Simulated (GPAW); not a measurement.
Set up this calculation in GPAW 26.7.0, as an ASE script.

```yaml
Task: equation of state
Functional: PBEint
Potentials_or_basis: PAW data sets generated in the run's folder for this functional
Cutoff: 600 eV
Basis: pw
k_mesh: 7 × 7 × 7
Occupations: fermi-dirac, width 0.05 eV
Spin: collinear spin, ferromagnetic start
Starting_moments: "[2.0, 0.0, 0.0] μB"
Maxiter: 150
Eos_scales: "[0.94, 0.96, 0.98, 1.0, 1.02, 1.04, 1.06]"
```

CoSi2:

```
Co Si
1.0
     0.00000    2.67800    2.67800
     2.67800    0.00000    2.67800
     2.67800    2.67800    0.00000
Co Si
1 2
Direct
  0.00000 0.00000 0.00000
  0.75000 0.75000 0.75000
  0.25000 0.25000 0.25000
```

The input as run:

run.py

```python
from ase import Atoms
from ase.eos import EquationOfState
from ase.io import Trajectory
from ase.units import GPa
from gpaw import GPAW, PW, setup_paths

setup_paths.insert(0, '.')

atoms = Atoms(['Co', 'Si', 'Si'],
              cell=[[0.0, 2.678, 2.678],
                    [2.678, 0.0, 2.678],
                    [2.678, 2.678, 0.0]],
              scaled_positions=[[0.0, 0.0, 0.0],
                                [0.75, 0.75, 0.75],
                                [0.25, 0.25, 0.25]],
              pbc=True)
atoms.set_initial_magnetic_moments([2.0, 0.0, 0.0])

traj = Trajectory('eos.traj', 'w')
volumes, energies = [], []
for x in [0.94, 0.96, 0.98, 1.0, 1.02, 1.04, 1.06]:
    a = atoms.copy()
    a.set_cell(atoms.cell * x**(1 / 3), scale_atoms=True)
    calc = GPAW(mode=PW(600),
                xc='GGA_X_PBEINT+GGA_C_PBEINT',
                kpts={'size': (7, 7, 7), 'gamma': True},
                occupations={'name': 'fermi-dirac', 'width': 0.05},
                nbands=20,
                convergence={'density': 1e-05, 'energy': 1e-05},
                maxiter=150,
                txt=f'eos-{x:.2f}.txt')
    a.calc = calc
    energies.append(a.get_potential_energy(force_consistent=True))
    volumes.append(a.get_volume())
    p = -a.get_stress()[:3].mean() / GPa
    calc.write(f'eos-{x:.2f}.gpw')
    traj.write(a)
    print(f'{x:.2f} {volumes[-1]:10.4f} A^3 {energies[-1]:14.6f} eV {p:9.3f} GPa', flush=True)

v0, e0, B = EquationOfState(volumes, energies, eos='birchmurnaghan').fit()
print(f'V0 = {v0:.4f} A^3, E0 = {e0:.6f} eV, B0 = {B / GPa:.2f} GPa')
```

Potentials or basis: PAW data sets generated in the run's folder for this functional, pw.

Command:

```console
$ gpaw-setup -f GGA_X_PBEINT+GGA_C_PBEINT Co Si
$ OMP_NUM_THREADS=1 python run.py
```

It gave:

```json
{
  "Equilibrium volume": "12.69 Å³/atom",
  "Bulk modulus": "191 GPa",
  "Pressure derivative of the bulk modulus": "4.6"
}
```

It took 3.8 min on 1 thread of Arm Neoverse V1, with other jobs on the host, peak memory 0.31 GiB.
